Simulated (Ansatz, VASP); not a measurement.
WC in VASP and in Ansatz

```xyz
2
Lattice="0.0000 2.3147 1.9675 2.3147 0.0000 1.9675 2.3147 2.3147 0.0000" Properties=species:S:1:pos:R:3 pbc="T T T"
W     0.0000    0.0000    0.0000
C     2.3147    2.3147    1.9675
```

Alike in both runs: task single point; functional PBEsol; k mesh 20 × 20 × 20; occupations gaussian, width 0.15 eV; no spin polarisation.

|  | VASP | Ansatz |
| --- | --- | --- |
| version | VASP 6.6.1 | Ansatz 0.2.0 |
| potentials or method | VASP PAW PBE potentials, release 64 (W_sv, C) | scalar-relativistic, plane waves, PAW |
| plane-wave cutoff (eV) | 520 | 420 |
| valence electrons in the cell | 18 | 18 |

```tsv
	VASP	Ansatz	Ansatz less VASP
gap on the k mesh at the Fermi level (eV)	none	none	-
pressure (GPa)	12.6	11.5	-1.13
largest component of the traceless stress (GPa)	81.58	81.09	-0.496
```

A gap of «none» marks a metal or a gap that the smearing closes.

Caveats: the PAW data sets were made with another functional, which shifts forces and pressure a little (VASP). Spin-orbit coupling is left out, which matters for the levels of W.
